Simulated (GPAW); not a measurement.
Runs of GPAW 26.7.0 on TiSi2. The structure is hexagonal, space group P6/mmm (No. 191). The conventional cell has a = 4.375 Å, b = 4.375 Å, c = 2.561 Å, α = 90.00°, β = 90.00°, γ = 120.00°. Around Ti (site symmetry 6/mmm) lie 2 Ti at 2.56 Å and 12 Si at 2.83 Å. Around Si (site symmetry -6m2) lie 5 Si at 2.53 to 2.56 Å and 6 Ti at 2.83 Å. The cell was built by a generator and needn't be a form met in nature.

```tsv
task	level	cell	k mesh	optimizer	fmax	max steps	convergence	gap on the mesh (eV)	pressure (GPa)	relaxed volume (Å³/atom)
relaxation of cell and atoms	PBE+D3(BJ)+ATM	relaxed	6 × 6 × 9	BFGS	0.02 eV/Å	60	density=1e-05 forces=0.0001	none	-0.1	(b)
relaxation of cell and atoms	PBE	relaxed	6 × 6 × 9	BFGS	0.02 eV/Å	60	density=1e-05 forces=0.0001	none	0.0	14.19
relaxation of cell and atoms	PBE+D3M(BJ)	relaxed	6 × 6 × 9	BFGS	0.02 eV/Å	60	density=1e-05 forces=0.0001	none	0.0	12.63
relaxation of cell and atoms	PBE+D3(BJ)	relaxed	6 × 6 × 9	BFGS	0.02 eV/Å	60	density=1e-05 forces=0.0001	none	-0.1	13.53
relaxation of cell and atoms	PBE+D3(op)	relaxed	6 × 6 × 9	BFGS	0.02 eV/Å	60	density=1e-05 forces=0.0001	none	-0.1	13.74
relaxation of cell and atoms	PBE+D3	relaxed	6 × 6 × 9	BFGS	0.02 eV/Å	60	density=1e-05 forces=0.0001	none	-0.1	(a)
single point	PBE	as given	7 × 7 × 10	-	-	-	-	none	0.1	-
```

Alike in all rows: potentials or basis GPAW PAW data sets (gpaw-data 1.2.1), pw; no spin polarisation; cutoff (eV) 600; smearing fermi-dirac 0.05 eV.

Task: Fill in the values left out.

Result: (a) 13.70; (b) 13.63.

Caveats: later steps reuse the first step's grids (some runs); pairwise dispersion overbinds metals, which lowers pressure and volume (some runs).

A k mesh can miss the band edges.

A gap of «none» marks a metal or a gap under the smearing width.

Not every run made on this cell is shown here.
